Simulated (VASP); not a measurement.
# BaTiO3 (R3m) in VASP: further runs, part 2 of 2

VASP 6.6.1. Earlier steps stand in the parts before.

### Step 5. Relaxation of shape and atoms at fixed volume, LDA (a relaxed cell with its volume scaled by 1.04)

INCAR

```
  PREC = Accurate
  ENCUT = 600
  EDIFF = 1E-7
  ISMEAR = 0
  SIGMA = 0.03
  LREAL = F
  LASPH = T
  NELM = 80
  ALGO = Normal
  ISIF = 4
  LWAVE = F
  LCHARG = F
  IBRION = 2
  NSW = 40
  EDIFFG = -0.01
  KPAR = 2
```

KPOINTS

```
Automatic mesh
0
Gamma
  7 7 7
```

POSCAR

```
BaTiO3                                  
1.0
    2.8358847656      1.6372988328      2.3191082298
   -2.8358847656      1.6372988328      2.3191082298
    0.0000000000     -3.2745976656      2.3191082298
  Ba              Ti              O             
     1     1     3
Direct
     0.9996531987002086    0.9996531987002086    0.9996531987002086
     0.4905882828576651    0.4905882828576651    0.4905882828576651
     0.5080924305203212    0.5080924305203212    0.0127736574014818
     0.0127736574014818    0.5080924305203212    0.5080924305203212
     0.5080924305203212    0.0127736574014818    0.5080924305203212
```

Potentials or basis: VASP PAW LDA potentials, release 64 (Ba_sv, Ti_sv, O).

Launch:

```sh
> cat potpaw_LDA.64/Ba_sv/POTCAR potpaw_LDA.64/Ti_sv/POTCAR potpaw_LDA.64/O/POTCAR > POTCAR
> mpirun -np 2 vasp_std > vasp.out
```

OUTCAR:

```text
PREC = Accurate
   ENCUT = 600
   EDIFF = 1E-7
   ISMEAR = 0
   LREAL = F
   LASPH = T
   NELM = 80
   ISIF = 4
   IBRION = 2
   NSW = 40
   EDIFFG = -0.01

 ion  position               nearest neighbor table
   1  1.000  1.000  1.000-   3 2.79   4 2.79   5 2.79   4 2.84   5 2.84   5 2.84   4 2.84   3 2.84
                             3 2.84   3 2.89   4 2.89   5 2.89   2 3.42   2 3.45   2 3.45   2 3.45
   2  0.491  0.491  0.491-   3 1.92   4 1.92   5 1.92   3 2.10   4 2.10   5 2.10   1 3.42   1 3.45
                             1 3.45   1 3.45   1 3.50   1 3.50   1 3.50   1 3.54
   3  0.508  0.508  0.013-   2 1.92   2 2.10   1 2.79   1 2.84   1 2.84   1 2.89
   4  0.013  0.508  0.508-   2 1.92   2 2.10   1 2.79   1 2.84   1 2.84   1 2.89
   5  0.508  0.013  0.508-   2 1.92   2 2.10   1 2.79   1 2.84   1 2.84   1 2.89

  LATTYP: Found a trigonal (rhomboedric) cell.
 ALAT       =     4.0126366460
 COS(alpha) =     0.0010414125

  Lattice vectors:

[... 507 lines left out ...]
  energy without entropy =      -44.13789173  energy(sigma->0) =      -44.13789173

 E-fermi :   3.4634     XC(G=0): -11.6820

 val. band max:        3.3416705634   @ k =   0.4286   0.4286   0.4286
 cond. band min:       5.7212130062   @ k =   0.0000   0.0000   0.0000
 fundamental gap:      2.3795424428
 Fermi energy:         3.4633801626

 k-point     1 :       0.0000    0.0000    0.0000
  band No.  band energies     occupation
      1     -52.1581      2.00000
      2     -28.8172      2.00000
      3     -28.8172      2.00000
      4     -28.8089      2.00000
      5     -21.2543      2.00000
      6     -13.0960      2.00000
[... 637 lines left out ...]
     23       7.2887      0.00000
     24       8.9547      0.00000

 [... further k-points ...]

------------------------ aborting loop because EDIFF is reached ----------------------------------------

  FORCE on cell =-STRESS in cart. coord.  units (eV):
  Direction    XX          YY          ZZ          XY          YZ          ZX
  --------------------------------------------------------------------------------------
  -------------------------------------------------------------------------------------
  Total       -1.9753448     -1.9753448     -1.9834667      0.0000000     -0.0000000      0.0000000
  in kB      -48.9851788    -48.9851788    -49.1865868      0.0000000     -0.0000000      0.0000000
  external PRESSURE =     -49.0523148 kB  Pullay stress =       0.0000000 kB
[... 20 lines left out ...]
  FREE ENERGIE OF THE ION-ELECTRON SYSTEM (eV)
  ---------------------------------------------------
  free  energy   TOTEN  =       -44.1378917295 eV

  energy  without entropy=      -44.1378917295  energy(sigma->0) =      -44.13789173

 reached required accuracy - stopping structural energy minimisation
```

CONTCAR:

```text
BaTiO3
   1.00000000000000
     2.8330731399519764    1.6356755399785083    2.3237136172372370
    -2.8330731399519764    1.6356755399785083    2.3237136172372370
    -0.0000000000000000   -3.2713510799570167    2.3237136172372370
  Ba              Ti              O
     1     1     3
Direct
     0.9969920654140624    0.9969920654140624    0.9969920654140624
     0.4844540285062020    0.4844540285062020    0.4844540285062020
     0.5096878641178676    0.5096878641178676    0.0183781778439985
     0.0183781778439994    0.5096878641178666    0.5096878641178676
     0.5096878641178666    0.0183781778439994    0.5096878641178676

  0.00000000E+00  0.00000000E+00  0.00000000E+00
  0.00000000E+00  0.00000000E+00  0.00000000E+00
  0.00000000E+00  0.00000000E+00  0.00000000E+00
  0.00000000E+00  0.00000000E+00  0.00000000E+00
  0.00000000E+00  0.00000000E+00  0.00000000E+00
```

Run time: 1.7 min. Hardware: 2 MPI ranks of Intel Xeon Platinum 8375C at 2.90GHz (Ice Lake), shared host; peak memory 0.21 GiB.

What came out:

```yaml
Free_energy: -44.1379 eV
Energy_gained_by_relaxing: 3.1 meV/atom
Ionic_steps: 9
Pressure_after_relaxing: -4.9 GPa
Largest_force_after_relaxing: 0.005 eV/Å
Band_gap_on_the_k_mesh: 2.38 eV, indirect (least direct gap 2.74 eV)
```

Forces on the atoms (eV/Å):
```
Ba   0.000  0.000 -0.005
Ti   0.000  0.000 -0.001
O    0.000 -0.002  0.002
O    0.002  0.001  0.002
O   -0.002  0.001  0.002
```

The path:
| step | energy change (eV) | largest force (eV/Å) | pressure (GPa) |
| --- | --- | --- | --- |
| 1 | 0.0000 | 0.2691 | -6.88 |
| 2 | -0.0079 | 0.2293 | -6.25 |
| 3 | -0.0125 | 0.1029 | -5.16 |
| 4 | -0.0144 | 0.0688 | -4.89 |
| 5 | -0.0146 | 0.0657 | -4.75 |
| 6 | -0.0152 | 0.0259 | -4.91 |
| 7 | -0.0152 | 0.0182 | -4.93 |
| 8 | -0.0152 | 0.0192 | -4.93 |
| 9 | -0.0153 | 0.0050 | -4.91 |

Final structure:
```xyz
5
Lattice="2.8331 1.6357 2.3237 -2.8331 1.6357 2.3237 0.0000 -3.2714 2.3237" Properties=species:S:1:pos:R:3 pbc="T T T"
Ba    0.0000    0.0000    6.9502
Ti    0.0000    0.0000    3.3772
O     0.0000    1.6072    2.4114
O    -1.3919   -0.8036    2.4114
O     1.3919   -0.8036    2.4114
```

Caveat: spin-orbit coupling is left out, which moves the levels of the heavy elements; an odd mesh through Γ misses points on the zone boundary, where band edges often lie.

### Step 6. Overview

| cell | gap on the mesh (eV) | pressure (GPa) | largest force (eV/Å) |
| --- | --- | --- | --- |
| atoms relaxed at fixed volume from: a relaxed cell with its volume scaled by 0.98 | 1.99 | 3.1 | 0.01 |
| atoms relaxed at fixed volume | 2.11 | 0.0 | - |
| atoms relaxed at fixed volume from: a relaxed cell with its volume scaled by 1.02 | 2.25 | -2.7 | 0.01 |
| atoms relaxed at fixed volume from: a relaxed cell with its volume scaled by 1.04 | 2.38 | -4.9 | 0.01 |

Alike in all rows: task relaxation of shape and atoms at fixed volume; level LDA; potentials or basis VASP PAW LDA potentials, release 64 (Ba_sv, Ti_sv, O); no spin polarisation; k mesh 7 × 7 × 7; cutoff (eV) 600; smearing gaussian 0.03 eV.

Caveats: spin-orbit coupling is left out, which moves the levels of the heavy elements; an odd mesh through Γ misses points on the zone boundary, where band edges often lie; the relaxation stopped at its first step, so nothing moved (some runs).

Total energies depend on the potentials used, so only differences within one code and one set of settings carry meaning.
